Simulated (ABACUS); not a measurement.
The system is InP.

```
CELL_PARAMETERS angstrom
0.00000 2.93050 2.93050
2.93050 0.00000 2.93050
2.93050 2.93050 0.00000
ATOMIC_POSITIONS crystal
In 0.00000 0.00000 0.00000
P 0.75000 0.75000 0.75000
```

Program: ABACUS 3.10.1. Alike in all runs: task single point; no spin polarisation; cell as given; k mesh 7 × 7 × 7; cutoff (eV) 1361; smearing fermi-dirac 0.05 eV.

**Question.** Order these runs on this cell by their pressure, lowest first.
A. level PBEsol; potentials or basis SPMS ONCV 1.0 PBE, DZP LCAO (the cutoffs set its grid)
B. level BLYP; potentials or basis SPMS ONCV 1.0 PBE, DZP LCAO (the cutoffs set its grid)
C. level LDA; potentials or basis PseudoDojo NC SR 0.4.1 LDA standard, DZP LCAO (the cutoffs set its grid)

**Answer.** C (-0.6 GPa), A (1.8 GPa), B (7.4 GPa).

Caveats: the atomic orbitals were generated for these runs and aren't a published set; the basis of atomic orbitals isn't converged, which shifts pressures, moduli and gaps; the potentials were made for another functional, which shifts forces and pressure (some runs).

Runs at the PBE level aren't shown here.
